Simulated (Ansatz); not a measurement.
# Relaxing Ni$_{3}$Ge

The calculation used DFT PBEsol, scalar-relativistic, plane waves, PAW in Ansatz 0.2.0. Run with 420 eV cutoff, 14×14×14 k-mesh, Gaussian smearing of 0.10 eV, no spin polarisation.

What was changed: uniaxial strain along a, with b, c and atoms relaxed: +3.0 %.

Command:

```bash
ansatz run input.yaml --threads 1 --pin off --max-ram 2560MiB --backend cpu --events-out ev --progress --plain --runs-dir out
```

Input:

```yaml
crystal:
  lattice:
    - [3.6306617036, 0.0, 0.0]
    - [0.0, 3.4984774183, 0.0]
    - [0.0, 0.0, 3.4984774183]
  atoms:
    - { symbol: Ni, position: [0.5, 0.0, 0.5] }
    - { symbol: Ni, position: [0.0, 0.5, 0.5] }
    - { symbol: Ni, position: [0.5, 0.5, 0.0] }
    - { symbol: Ge, position: [0.0, 0.0, 0.0] }
basis:
  ecutwfc: 420
kpoints:
  mp_grid: { grid: [14, 14, 14] }
hamiltonian:
  xc: pbesol
scf:
  occupations: { method: gaussian, width: 0.1 }
output:
  forces: true
  stress: true
  eigenvalues: true
relax:
  adjacent_minimum: "off"
  f_tol: 0.008
  max_steps: 40
  cell: { stress_tol: 0.015, fix: [a, angles] }
```

F is the free energy. Steps run on the plane waves of an earlier cell, but the last one, and at times one on the way, on a freshly chosen basis, so a repeated geometry can differ a little in energy. The held parts of the cell keep their stress, so P needn't end at zero.

Steps:

```csv
step,F − F(1) (eV),largest force component (eV/Å),V (Å³/atom),P (GPa)
1,0.0000,0.000,11.109,-2.93
2,-0.0005,0.000,11.083,-2.44
3,-0.0007,0.000,11.061,-2.03
4,-0.0006,0.000,11.061,-2.02
```

Relaxed structure:

```cif
data_structure
_symmetry_space_group_name_H-M 'P 1'
_symmetry_Int_Tables_number 1
_cell_length_a 3.6307
_cell_length_b 3.4909
_cell_length_c 3.4909
_cell_angle_alpha 90.000
_cell_angle_beta 90.000
_cell_angle_gamma 90.000
_cell_volume 44.24
loop_
_atom_site_label
_atom_site_type_symbol
_atom_site_fract_x
_atom_site_fract_y
_atom_site_fract_z
_atom_site_occupancy
Ni1 Ni 0.50000 0.00000 0.50000 1
Ni2 Ni 0.00000 0.50000 0.50000 1
Ni3 Ni 0.50000 0.50000 0.00000 1
Ge1 Ge 0.00000 0.00000 0.00000 1
```

The structure is tetragonal, space group P4/mmm (No. 123). The conventional cell has a = 3.491 Å, b = 3.491 Å, c = 3.631 Å, α = 90.00°, β = 90.00°, γ = 90.00°. Ni (site symmetry mmm) has 8 Ni at 2.47 to 2.52 Å and 4 Ge at 2.52 Å as nearest neighbours. Ni (site symmetry 4/mmm) is surrounded by 4 Ge at 2.47 Å and 8 Ni at 2.52 Å. Ge (site symmetry 4/mmm) has 12 Ni at 2.47 to 2.52 Å as nearest neighbours.

The run converged. It took 98 s on 1 thread of Arm Neoverse V2, with other jobs on the host, peak memory 0.64 GiB.